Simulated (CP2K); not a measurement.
## Li in CP2K: the effect of functional

The system is Li.

```
CELL_PARAMETERS angstrom
3.11100 0.00000 0.00000
-1.55550 2.69421 0.00000
0.00000 0.00000 5.09300
ATOMIC_POSITIONS crystal
Li 0.66667 0.33333 0.75000
Li 0.33333 0.66667 0.25000
```

This isn't the form of Li at room conditions, which is bcc.

Alike in all runs:

| Quantity | Value |
| --- | --- |
| Program | CP2K 2026.2 |
| Task | single point |
| Potentials or basis | POTENTIAL_UZH Li GTH-PBE-q3; TZVP-MOLOPT-PBE-GTH basis |
| Density cutoff | 9184 eV |
| k mesh | 10 × 10 × 5 |
| Occupations | fermi-dirac, width 0.05 eV |
| Spin | no spin polarisation |

**Question.** One run gave: pressure -2.1 GPa. Which functional did it use?
A. PBEsol
B. r2SCAN
C. PBE
D. LDA
E. HLE16

**Answer.** E.

| functional | pressure (GPa) |
| --- | --- |
| PBE | -0.6 |
| LDA | -1.4 |
| PBEsol | -0.7 |
| AM05 | -0.4 |
| rev-vdW-DF2 | -0.6 |
| HLE16 | -2.1 |
| r2SCAN | -0.2 |

Caveats: the basis of atomic orbitals isn't converged, which shifts pressures, moduli and gaps; the potentials were made for another functional, which shifts forces and pressure (some runs); the potentials were made for a functional far from this one (some runs).
